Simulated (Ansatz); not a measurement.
Re:

```
Re
1.0
     2.76080    0.00000    0.00000
    -1.38040    2.39092    0.00000
     0.00000    0.00000    4.45820
Re
2
Direct
  0.66667 0.33333 0.75000
  0.33333 0.66667 0.25000
```

Base run:

| Item | Value |
| --- | --- |
| Program | Ansatz 0.2.0 |
| Functional | PBEsol |
| Potentials or basis | Ansatz PAW |
| Cutoff | 420 eV |
| Density cutoff | 1680 eV |
| k mesh | 11 × 11 × 6 |
| Occupations | fermi-dirac, width 0.05 eV |
| Spin | no spin polarisation |

Its results: band gap on the k mesh none (metal or under the smearing width); pressure -4.2 GPa.

Question: After a change of settings the same cell gave: band gap on the k mesh none (metal or under the smearing width); pressure 19.6 GPa. Which change was it?
A. functional from PBEsol to BLYP
B. functional from PBEsol to PBE
C. functional from PBEsol to PBE; k mesh from 11 × 11 × 6 to 19 × 19 × 11
D. functional from PBEsol to LDA; spin from no spin polarisation to spin-orbit coupling, no magnetisation; potential files from those of the base run to others of the same set

Answer: A.

BLYP binds less tightly than PBEsol, so the same cell stands under more pressure.

Caveats: the PAW data sets come from PBE, with cores solved anew for the run's functional, which leaves a small shift of forces and pressure; the potentials were made for another functional, which shifts forces and pressure (some runs); so large a pressure means that the cell lies far from this level's equilibrium, or that cutoff or potentials fall short (some runs).

Not every run made on this cell is shown here.
